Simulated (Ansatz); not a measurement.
In AlP (zinc blende type) the Al atom of the primitive cell, with all its periodic images, is moved by 0.06 Å along [111].

```
Al P
1.0
     0.00000    2.75500    2.75500
     2.75500    0.00000    2.75500
     2.75500    2.75500    0.00000
Al P
1 1
Cartesian
  0.0346 0.0346 0.0346
  1.3775 1.3775 1.3775
```

Computed with PBE0, plane waves, all-electron PAW datasets generated for the crystal, point nucleus in Ansatz 0.2.0 development build.

Cutoff 250 eV; exchange singularity: regularized; k-mesh 4×4×4 Γ-centred; Fermi–Dirac smearing of 0.05 eV; no spin polarisation.

(1) What force results?

Answers

(1) The force on it along the displacement is -0.6663 eV/Å, a force constant of 11.11 eV/Å². A one-sided step along [111] also holds the cubic anharmonicity.

```csv
atom,Fx (eV/Å),Fy (eV/Å),Fz (eV/Å)
Al1,-0.3847,-0.3847,-0.3847
P2,0.3847,0.3847,0.3847
```

The k-mesh is modest, so these values aren't fully converged in k.
